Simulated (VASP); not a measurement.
Wanted: the native input for a VASP 6.6.1 run.

```
Task                   : single point
Functional             : PBE
Potentials or basis    : VASP PAW PBE potentials, release 64 (Sr_sv, Cl)
Cutoff                 : 520 eV
k mesh                 : 4 × 4 × 4
Occupations            : gaussian, width 0.1 eV
Spin                   : no spin polarisation
Dipole correction      : no
Further INCAR settings : ALGO = Fast; EDIFF = 1e-07; NBANDS = 19
```

The structure of SrCl2 lies in POSCAR:

```
SrCl2
1.0
    0.0000000000      3.4997470000      3.4997470000
    3.4997470000      0.0000000000      3.4997470000
    3.4997470000      3.4997470000      0.0000000000
Sr Cl
1 2
Direct
    0.0000000000      0.0000000000      0.0000000000
    0.7500000000      0.7500000000      0.7500000000
    0.2500000000      0.2500000000      0.2500000000
```

The cell is a database's computed one.

These files were run (other wordings do the same):

INCAR

```
PREC = Accurate
ENCUT = 520
EDIFF = 1E-7
ISMEAR = 0
SIGMA = 0.1
LREAL = F
LASPH = T
NELM = 100
ALGO = Fast
ISIF = 2
LWAVE = F
LCHARG = F
GGA = PE
NBANDS = 19
```

KPOINTS

```
regular mesh
0
Gamma
  4 4 4
```

Potentials or basis: VASP PAW PBE potentials, release 64 (Sr_sv, Cl).

Run with:

```console
$ cat potpaw_PBE.64/Sr_sv/POTCAR potpaw_PBE.64/Cl/POTCAR > POTCAR
$ mpirun -np 1 vasp_std > vasp.out
```

Results of the run:

```
Pressure               : 0.7 GPa
Band gap on the k mesh : 5.30 eV, indirect (least direct gap 5.51 eV)
```

Wall time 21 s on 1 thread of Intel(R) Xeon(R) Platinum 8559C (Emerald Rapids), with other jobs on the host, peak memory 0.22 GiB.
